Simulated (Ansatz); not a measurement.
## A strain series on MoS₂ (3R-MoS2 type): epitaxial in the xy plane

MoS₂ built on the 3R-MoS2 prototype, relaxed with r2SCAN+rVV10 in Ansatz 0.2.0, then strained (epitaxial in the xy plane; changes of length per length, axes as in the cell below) with the atoms relaxed again within the symmetry that is left. Space group R3m (No. 160), trigonal; a = 3.175 Å, c = 18.582 Å in the conventional setting, 18.03 Å³ an atom. Around Mo lie 6 S at 2.40 Å; around S lie 3 Mo at 2.40 Å. Spin-unpolarised throughout; all numbers are computed.

```
Mo S
1.0
     1.58759    0.91660    6.19394
    -1.58759    0.91660    6.19394
     0.00000   -1.83319    6.19394
Mo S
1 2
Direct
  0.99999 0.99999 0.99999
  0.41700 0.41700 0.41700
  0.24968 0.24968 0.24968
```

Gaps are the least over each mesh (PBE 10×10×10, r2SCAN 10×10×10 when unstrained) and the special points, which keep their unstrained names.

| strain (%) | free normal strain (%) | gap, PBE (eV) | gap, r2SCAN (eV) | edges, r2SCAN |
| --- | --- | --- | --- | --- |
| -1.0 | +0.50 | 0.975 | 1.086 | T → Γ–S₀ (0.53) |
| 0.0 | 0.00 | 0.936 | 1.031 | T → (-0.163, 0.163, -1/2) |
| +3.62 | -2.07 | 0.279 | 0.317 | T → (-0.083, 1/4, -0.417) |

Task: Estimate the row for a strain of +1.0 %.

Result:

| strain (%) | free normal strain (%) | gap, PBE (eV) | gap, r2SCAN (eV) | edges, r2SCAN |
| --- | --- | --- | --- | --- |
| +1.0 | -0.50 | 0.759 | 0.815 | T → (1/8, 0.458, -0.206) |

Between zero and the nearest strains the slope of the r2SCAN gap against strain is -0.055 eV per percent for negative and -0.216 for positive strain.

The runs are scalar-relativistic, without spin-orbit coupling.

Where an edge lies off the special points, it is a point of the mesh or the k point where a search put PBE's edge or least direct gap, reused for the other functionals, whose own edges may lie a little apart.

Coordinates of k points refer to the reciprocal vectors of the primitive cell of the runs.
